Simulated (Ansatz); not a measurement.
# Converging the field response of a AgBr (001) film, part 3 of 3

Which settings does the induced dipole of a AgBr (001) film need, and which can be cut?

Ansatz 0.2.0; plane-wave DFT, PBE, Ansatz PAW (the session's first sound run).

So far, equivalent conductor thickness p/(ε₀AE) (Å): step 2 (run, setting first choice, PBE) 12.1; step 16 (run, box 29.5 Å (run 7), PBE) 12.1; step 17 (run, box 29.5 Å (run 8), PBE) 12.1; step 18 (run, box 29.5 Å (run 9), PBE) 12.1; step 19 (LDA) 12.3.

### 20. Run, box 29.5 Å (run 10)

This step: plane-wave DFT, r2SCAN, Ansatz PAW (Ansatz 0.2.0).

Contents of input.yaml:

```yaml
crystal:
  lattice:
    - [4.08000613, 0.0, 0.0]
    - [0.0, 4.08000613, 0.0]
    - [0.0, 0.0, 29.54]
  atoms:
    - { symbol: Ag, position: [0.5, 0.5, 0.3046716317] }
    - { symbol: Br, position: [0.0, 0.0, 0.3046716317] }
    - { symbol: Ag, position: [0.0, 0.0, 0.4023358158] }
    - { symbol: Br, position: [0.5, 0.5, 0.4023358158] }
    - { symbol: Ag, position: [0.5, 0.5, 0.5] }
    - { symbol: Br, position: [0.0, 0.0, 0.5] }
    - { symbol: Ag, position: [0.0, 0.0, 0.5976641842] }
    - { symbol: Br, position: [0.5, 0.5, 0.5976641842] }
    - { symbol: Ag, position: [0.5, 0.5, 0.6953283683] }
    - { symbol: Br, position: [0.0, 0.0, 0.6953283683] }
kpoints:
  mp_grid: { grid: [6, 6, 1] }
hamiltonian:
  xc: r2scan
scf:
  occupations: { method: fixed }
  convergence: { dr2_threshold: 1.0e-10 }
efield:
  axis: 3
  dipole_correction: true
  ramp_position: 0.97
  ramp_width: 0.06
  amplitude: 0.1
output:
  write_potential: true
  write_density: true
  volumetric_format: npy
```

Started as:

```sh
> ansatz run input.yaml --threads 4 --pin off --max-ram 6144MiB --backend cpu --events-out ev --progress --plain --runs-dir out
```

Numbers of over 12 decimals in the logs are rounded to 6 here.

Output:

```text
[...]
Crystal: 10 atoms, lattice volume = 491.736 Å³
Basis set: ecut = 500 eV, 12611 PW (Γ), exchange–correlation on 120×120×864 points (64 copies of the dense FFT grid, shifted against one another)
Bands: 78, of which v1, the nominal top of the filled ones, is band 65 counted from 1 (64 counted from 0)
Symmetry: 8 space group operations
k-points: 10 of 36
[...]
k-point 0: bands = [... 61 lower, -0.8110, -0.7707, -0.5471, -0.5028, 2.3281, 2.8099, 3.4752, 3.9944, ... 9 higher]
  k-point 1: bands = [... 61 lower, -0.2417, -0.1557, 0.0898, 0.1195, 3.1773, 3.4868, 4.0689, 4.4414, ... 9 higher]
  k-point 2: bands = [... 61 lower, 0.5380, 0.6013, 0.6362, 0.7189, 4.6301, 4.8858, 5.0523, 5.4900, ... 9 higher]
  k-point 9: bands = [... 61 lower, -1.0416, -0.7336, -0.5495, -0.4147, 3.0775, 3.4317, 3.7159, 4.5049, ... 9 higher]
[key lines of the parts left out:]
SCF converged after 13 iterations
Free energy (F): -51988.113843 eV
Fermi energy:    1.067031 eV
Dipole field:    D = 0.039896 V/Å  (p = 0.108417 e·Å, saw-weighted, corrected)
```

Wall time 18 s (4 threads of Intel Xeon Platinum 8488C (Sapphire Rapids), shared host); peak memory 2.1 GiB; 72 s of CPU time.

The dipole corresponds to a conductor 11.785 Å thick, -2.84 % from the first choice, at 2.0 times its CPU time.

### 21. Single point, box 29.5 Å (run 6)

This step: plane-wave DFT, PBE, norm-conserving (Ansatz 0.2.0).

Changes to input.yaml since step 20:

```diff
@@ -19,3 +19,4 @@
 hamiltonian:
-  xc: r2scan
+  xc: pbe
+  pseudopotentials: { kind: nc }
 scf:
```

Output:

```text
[...]
Crystal: 10 atoms, lattice volume = 491.736 Å³
Basis set: ecut = 960 eV, 33305 PW (Γ)
Bands: 78, of which v1, the nominal top of the filled ones, is band 65 counted from 1 (64 counted from 0)
Symmetry: 8 space group operations
k-points: 10 of 36
[...]
k-point 0: bands = [... 61 lower, -0.4769, -0.4769, -0.3247, -0.2835, 2.0311, 2.5485, 3.2006, 3.7533, ... 9 higher]
  k-point 1: bands = [... 61 lower, 0.0654, 0.1483, 0.3729, 0.3973, 2.9261, 3.2235, 3.7976, 4.1767, ... 9 higher]
  k-point 2: bands = [... 61 lower, 0.8221, 0.8857, 0.9283, 1.0063, 4.3883, 4.6085, 4.7802, 5.2185, ... 9 higher]
  k-point 9: bands = [... 61 lower, -0.7511, -0.4450, -0.3059, -0.1700, 2.8086, 3.1694, 3.4432, 4.2589, ... 9 higher]
[key lines of the parts left out:]
SCF converged after 12 iterations
Free energy (F): -23742.453116 eV
Fermi energy:    1.353000 eV
Dipole field:    D = 0.041064 V/Å  (p = 0.111592 e·Å, saw-weighted, corrected)
```

The job ended after 31 s (4 threads; peak memory 3.1 GiB).

The dipole corresponds to a conductor 12.130 Å thick, +0.00 % from the first choice, at 3.3 times its CPU time.

### 22. Run, box 29.5 Å (run 11)

This step: plane-wave DFT, PBE, JTH PAW (Ansatz 0.2.0).

Changes to input.yaml since step 21:

```diff
@@ -20,3 +20,3 @@
   xc: pbe
-  pseudopotentials: { kind: nc }
+  pseudopotentials: { kind: paw, source: jth }
 scf:
```

Output:

```text
[...]
k-point 0: bands = [... 41 lower, -1.1854, -1.1854, -1.0376, -0.9967, 1.3095, 1.8265, 2.4792, 3.0338, ... 6 higher]
  k-point 1: bands = [... 41 lower, -0.6456, -0.5617, -0.3388, -0.3143, 2.2053, 2.5021, 3.0768, 3.4573, ... 6 higher]
  k-point 2: bands = [... 41 lower, 0.1096, 0.1733, 0.2164, 0.2952, 3.6656, 3.8878, 4.0611, 4.5010, ... 6 higher]
  k-point 9: bands = [... 41 lower, -1.4662, -1.1590, -1.0196, -0.8838, 2.0845, 2.4451, 2.7218, 3.5381, ... 6 higher]
[key lines of the parts left out:]
SCF converged after 12 iterations
Free energy (F): -38079.819198 eV
Fermi energy:    0.641354 eV
Dipole field:    D = 0.041013 V/Å  (p = 0.111454 e·Å, saw-weighted, corrected)
```

Run time: 39 s. Hardware: 4 threads; peak memory 4.7 GiB.

The dipole corresponds to a conductor 12.115 Å thick, -0.12 % from the first choice, at 4.2 times its CPU time.

### 23. Comparing the runs

Times are for 4 threads of Intel Xeon Platinum 8488C (Sapphire Rapids), shared host. The runs compared:

```tsv
no.	setting	equivalent conductor thickness p/(ε₀AE) (Å)	time	memory (GiB)
1	first choice	12.13	13 s	1.2
2	cutoff 250 eV	12.07	4.2 s	0.75
3	cutoff 330 eV	12.13	6.5 s	0.94
4	cutoff 600 eV	12.13	15 s	1.9
5	mesh 1x1	13.12	1.4 s	0.52
6	mesh 2x2	12.38	2.3 s	0.85
7	mesh 3x3	12.17	3.5 s	0.84
8	mesh 12x12	12.13	27 s	1.8
9	vacuum 10 Å	12.12	6.8 s	0.97
10	vacuum 14 Å	12.13	7.8 s	1.1
11	vacuum 26 Å	12.13	12 s	1.5
12	field 0.005 V/Å	12.13	8.7 s	1.2
13	field 0.03 V/Å	12.13	8.8 s	1.2
14	field 0.3 V/Å	12.14	9.2 s	1.2
15	SCF threshold 1e-04 eV	12.14	7.5 s	1.2
16	SCF threshold 1e-06 eV	12.12	8 s	1.2
17	SCF threshold 1e-08 eV	12.13	8.1 s	1.2
18	LDA, Ansatz PAW (420 eV)	12.26	8.8 s	1.2
19	r2SCAN, Ansatz PAW (500 eV)	11.79	18 s	2.1
20	PBE, norm-conserving (960 eV)	12.13	31 s	3.1
21	PBE, JTH PAW (1380 eV)	12.12	39 s	4.7
```

### 24. Summary of results

```json
{"equivalent conductor thickness, first choice": "12.13 Å", "equivalent conductor thickness, cutoff 600 eV": "12.13 Å", "equivalent conductor thickness, mesh 1x1": "13.12 Å", "equivalent conductor thickness, mesh 2x2": "12.38 Å", "equivalent conductor thickness, vacuum 26 Å": "12.13 Å", "equivalent conductor thickness, LDA, Ansatz PAW (420 eV)": "12.26 Å", "equivalent conductor thickness, r2SCAN, Ansatz PAW (500 eV)": "11.79 Å"}
```

The first choice gives 12.13 Å. Numerical settings off by more than 1 % against it: mesh 1x1 (+8.1 %) and mesh 2x2 (+2.1 %). The cheapest single change that stays within 0.5 % is mesh 3x3, at 35 % of the CPU time. Functionals and files move it by +1.1 % (LDA, Ansatz PAW (420 eV)), -2.8 % (r2SCAN, Ansatz PAW (500 eV)), under 0.1 % (PBE, norm-conserving (960 eV)) and -0.1 % (PBE, JTH PAW (1380 eV)). The film is symmetric and its atoms are held, so the dipole is the electronic response to the field alone. Times of a few seconds on a shared host rank the settings only roughly. In 1 run of the series (vacuum 10 Å) the program warns that electrons reach the sawtooth's ramp, which makes dipole and work function less sure.

[Logs are printed without paths, hosts, clocks, repeated set-up lines and the standing remarks that a program may print on its own settings, such as how far it seeks lower states.]

[Hosts, paths, dates, database ids (printed as entryN), source tags and the programs' standing remarks are cut or masked in the printed files.]

[Maps of the electrostatic potential energy from Ansatz leave out the sawtooth potential of an applied field or a dipole correction, so their vacuum need not be flat; planar profiles and work functions include it.]
